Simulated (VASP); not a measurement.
Write the native input for VASP 6.6.1 that does the following.

- Task: band structure
- Functional: PBE
- Potentials or basis: VASP PAW PBE potentials, release 64 (Ni, O)
- Cutoff: 520 eV
- k mesh: 12 × 12 × 12
- Occupations: gaussian, width 0.03 eV
- Spin: collinear spin, ferromagnetic start
- Starting moments: [2.0, 0.0] μB
- Hubbard terms: Ni d U = 6.2 eV
- Further INCAR settings: ALGO = Normal; EDIFF = 1e-06; NBANDS = 19; AMIX = 0.2; BMIX = 0.0001

The structure of NiO lies in POSCAR:

```
NiO                                     
1.0
    0.0000000000      2.0978138330      2.0978138330
    2.0978138330      0.0000000000      2.0978138330
    2.0978138330      2.0978138330      0.0000000000
  Ni              O             
     1     1
Direct
     0.0000000000000000    0.0000000000000000    0.0000000000000000
     0.5000000000000000    0.5000000000000000    0.5000000000000000
```

These files were run (other wordings do the same):

INCAR

```
SYSTEM = NiO
ALGO = Normal
AMIX = 0.2
AMIX_MAG = 0.8
BMIX = 1E-4
BMIX_MAG = 1E-4
EDIFF = 1E-6
ENCUT = 520
GGA = PE
ICORELEVEL = 1
ISIF = 2
ISMEAR = 0
ISPIN = 2
LASPH = .TRUE.
LCHARG = .FALSE.
LDAU = .TRUE.
LDAUJ = 0 0
LDAUL = 2 -1
LDAUPRINT = 1
LDAUTYPE = 2
LDAUU = 6.2 0
LMAXMIX = 4
LORBIT = 11
LREAL = .FALSE.
LWAVE = .FALSE.
MAGMOM = 2 0
NBANDS = 19
NELM = 150
PREC = Accurate
SIGMA = 0.03
```

KPOINTS

```
k-points
0
G
  12 12 12
  0 0 0
```

KPOINTS_OPT

```
explicit points
159
Reciprocal
 0.0000000000  0.0000000000  0.0000000000 1
 0.0357142857  0.0000000000  0.0357142857 1
 0.0714285714  0.0000000000  0.0714285714 1
 0.1071428571  0.0000000000  0.1071428571 1
 0.1428571429  0.0000000000  0.1428571429 1
 0.1785714286  0.0000000000  0.1785714286 1
[... 151 lines left out ...]
 0.4250000000  0.0000000000  0.4250000000 1
 0.4500000000  0.0000000000  0.4500000000 1
```

Potentials or basis: VASP PAW PBE potentials, release 64 (Ni, O).

Command:

```bash
$ cat potpaw_PBE.64/Ni/POTCAR potpaw_PBE.64/O/POTCAR > POTCAR
$ mpirun -np 1 vasp_std > vasp.out
```

Results of the run:

The pressure is 0.3 GPa and the band gap on the k mesh is 2.55 eV, indirect (least direct gap 3.19 eV). The band gap along the path is 2.55 eV, indirect (least direct gap 3.16 eV). The net moment is 2.00 μB per cell and the site moments are Ni +1.82; O +0.17 μB. The valence electrons inside the program's atomic spheres are Ni 8.97; O 5.02.

Caveat: a cell with one magnetic atom can't hold antiferromagnetic order, which such compounds often take.

Wall time 39 s on 1 thread of Intel(R) Xeon(R) 6975P-C (Granite Rapids) (shared host), peak memory 0.2 GiB.
